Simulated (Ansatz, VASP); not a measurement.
Two plane-wave programs on Ru

```xyz
2
Lattice="2.6451 0.0000 0.0000 -1.3226 2.2908 0.0000 0.0000 0.0000 4.1153" Properties=species:S:1:pos:R:3 pbc="T T T"
Ru    0.0000    1.5272    1.0288
Ru    1.3226    0.7636    3.0865
```

Alike in both runs: task single point; functional PBEsol; k mesh 21 × 21 × 12; occupations gaussian, width 0.15 eV; no spin polarisation.

|  | VASP | Ansatz |
| --- | --- | --- |
| version | VASP 6.6.1 | Ansatz 0.2.0 |
| potentials or method | VASP PAW PBE potentials, release 64 (Ru_pv) | scalar-relativistic, plane waves, PAW |
| plane-wave cutoff (eV) | 520 | 420 |
| valence electrons in the cell | 28 | 32 |

|  | VASP | Ansatz | Ansatz less VASP |
| --- | --- | --- | --- |
| gap on the k mesh at the Fermi level (eV) | none | none | - |
| pressure (GPa) | 27.4 | 27.4 | +0.02 |
| largest component of the traceless stress (GPa) | 6.95 | 6.95 | 0.000 |

A gap of «none» marks a metal or a gap that the smearing closes. The two sets of potentials don't hold the same shells in valence. Ansatz warned: «pseudo_functional_mismatch».

Caveats: so large a pressure means that the cell lies far from this level's equilibrium, or that cutoff or potentials fall short (VASP); the potentials were made for another functional, which shifts forces and pressure (VASP).
